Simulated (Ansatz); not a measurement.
## Eigenvalues along a path: Si (bcc type)

```xyz
1
Lattice="-1.5412 1.5412 1.5412 1.5412 -1.5412 1.5412 1.5412 1.5412 -1.5412" Properties=species:S:1:pos:R:3 pbc="T T T"
Si    0.0000    0.0000    0.0000
```

The cell comes from a relaxation on PAW files under the same functional, begun from a prototype that needn't be the stable phase.

Level of theory: DFT with PBE, scalar-relativistic, in Ansatz 0.2.0; a Γ-centred 17×17×17 k mesh, Fermi–Dirac smearing of 0.05 eV, no spin polarisation. PAW: frozen-core files, cutoff 420 eV.

This run: the series' base cell.

Path points, in fractions of the reciprocal vectors: Γ (0.000, 0.000, 0.000), H (0.500, -0.500, 0.500), N (0.000, 0.000, 0.500), P (0.250, 0.250, 0.250). The distance column jumps between branches of the path. Levels in eV from the Fermi level; bands 1 to 4, counted from the lowest band of the run. The gap is zero, the pressure -0.02 GPa.

```
# k(1/Å) point b1 b2 b3 b4
0.000 Γ -14.16 11.43 11.43 11.43
0.255 - -13.92 9.54 9.54 10.50
0.510 - -13.20 7.09 7.09 8.66
0.764 - -12.02 4.86 4.86 6.73
1.019 - -10.37 2.97 2.97 4.97
1.274 - -8.27 1.48 1.48 3.52
1.529 - -5.74 0.42 0.42 2.44
1.784 - -2.85 -0.23 -0.23 1.74
2.038 H -0.44 -0.44 -0.44 1.18
2.219 - -1.40 -1.22 -0.34 1.83
2.399 - -2.75 -2.49 -0.01 2.36
2.579 - -3.97 -3.66 0.52 2.97
2.759 - -4.99 -4.65 1.27 3.78
2.939 - -5.80 -5.43 2.23 4.78
3.119 - -6.38 -5.99 3.37 5.96
3.300 - -6.73 -6.32 4.65 7.26
3.480 N -6.84 -6.44 5.52 7.65
3.660 - -8.39 -4.68 5.62 7.76
3.840 - -9.90 -2.53 5.92 8.09
4.020 - -11.19 -0.20 6.42 8.64
4.201 - -12.25 2.30 7.12 9.38
4.381 - -13.08 4.92 8.02 10.17
4.561 - -13.68 7.56 9.12 10.80
4.741 - -14.04 9.97 10.38 11.26
4.921 Γ -14.16 11.43 11.43 11.43
5.142 - -13.98 9.54 10.38 10.38
5.363 - -13.44 7.18 8.17 8.17
5.583 - -12.55 4.87 5.73 5.73
5.804 - -11.31 2.73 3.44 3.44
6.025 - -9.72 0.81 1.40 1.40
6.245 - -7.80 -0.85 -0.33 -0.33
6.466 - -5.56 -2.22 -1.73 -1.73
6.687 P -3.48 -2.80 -2.80 -2.80
6.907 - -4.07 -3.54 -3.54 -0.09
7.128 - -4.46 -3.94 -3.94 3.03
7.349 - -4.51 -4.01 -4.01 6.29
7.569 - -4.22 -3.74 -3.74 8.43
7.790 - -3.59 -3.15 -3.15 6.75
8.011 - -2.64 -2.26 -2.26 4.50
8.231 - -1.42 -1.17 -1.17 2.44
8.452 H -0.44 -0.44 -0.44 1.18
10.217 P -3.48 -2.80 -2.80 -2.80
10.345 - -4.06 -3.65 -2.12 -1.84
10.472 - -4.77 -4.39 -1.10 -0.77
10.599 - -5.40 -5.02 0.04 0.42
10.727 - -5.91 -5.53 1.26 1.71
10.854 - -6.32 -5.92 2.54 3.11
10.982 - -6.61 -6.21 3.83 4.61
11.109 - -6.79 -6.38 4.98 6.20
11.236 N -6.84 -6.44 5.52 7.65
```
